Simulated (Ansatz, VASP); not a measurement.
**NaF (Villiaumite) in VASP and in Ansatz**

```xyz
2
Lattice="0.0000 2.2726 2.2726 2.2726 0.0000 2.2726 2.2726 2.2726 0.0000" Properties=species:S:1:pos:R:3 pbc="T T T"
Na    0.0000    0.0000    0.0000
F     2.2726    2.2726    2.2726
```

Alike in both runs: task single point; functional LDA; k mesh 10 × 10 × 10; occupations fermi-dirac, width 0.05 eV; no spin polarisation.

|  | VASP | Ansatz |
| --- | --- | --- |
| version | VASP 6.6.1 | Ansatz 0.2.0 |
| potentials or method | VASP PAW LDA potentials, release 64 (Na_pv, F) | Ansatz PAW |
| plane-wave cutoff (eV) | 520 | 420 |
| valence electrons in the cell | 14 | 16 |

|  | VASP | Ansatz | Ansatz less VASP |
| --- | --- | --- | --- |
| gap on the k mesh at the Fermi level (eV) | 6.27 | 6.29 | +0.022 |
| least direct gap on the mesh (eV) | 6.27 | 6.29 | +0.022 |
| pressure (GPa) | -1.7 | -1.6 | +0.06 |

The two sets of potentials don't hold the same shells in valence.

Caveats: the pressure holds a Pulay correction of +0.7 GPa for the finite cutoff (Ansatz); the PAW data sets come from PBE, with cores solved anew for the run's functional, which leaves a small shift of forces and pressure (Ansatz). A k mesh can miss the band edges. As with any semilocal functional, this LDA gap is likely too small.
